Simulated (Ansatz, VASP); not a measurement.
Two plane-wave programs on ZnSe

```
Zn Se
1.0
     3.17685    0.00000    0.00000
     0.00000    3.17685    0.00000
     0.00000    0.00000    3.17685
Zn Se
1 1
Direct
  0.00000 0.00000 0.00000
  0.50000 0.50000 0.50000
```

Alike in both runs: functional PBE; k mesh 14 × 14 × 14; occupations fermi-dirac, width 0.05 eV; no spin polarisation.

Ansatz relaxed the structure, and its values are those at the end. VASP's run is a single point on that final structure, the one shown.

|  | VASP | Ansatz |
| --- | --- | --- |
| version | VASP 6.6.1 | Ansatz 0.2.0 |
| potentials or method | VASP PAW PBE potentials, release 64 (Zn, Se) | PAW with Ansatz's default frozen-core files, scalar-relativistic |
| plane-wave cutoff (eV) | 520 | 420 |
| valence electrons in the cell | 18 | 28 |

Ansatz gave:

```
pressure (GPa) : 15.0
```

Problem. What did VASP give for the same quantities?

Solution. Pressure (GPa): 15.3.

The two sets of potentials don't hold the same shells in valence.

Caveats: so large a pressure means that the cell lies far from this level's equilibrium, or that cutoff or potentials fall short (VASP).
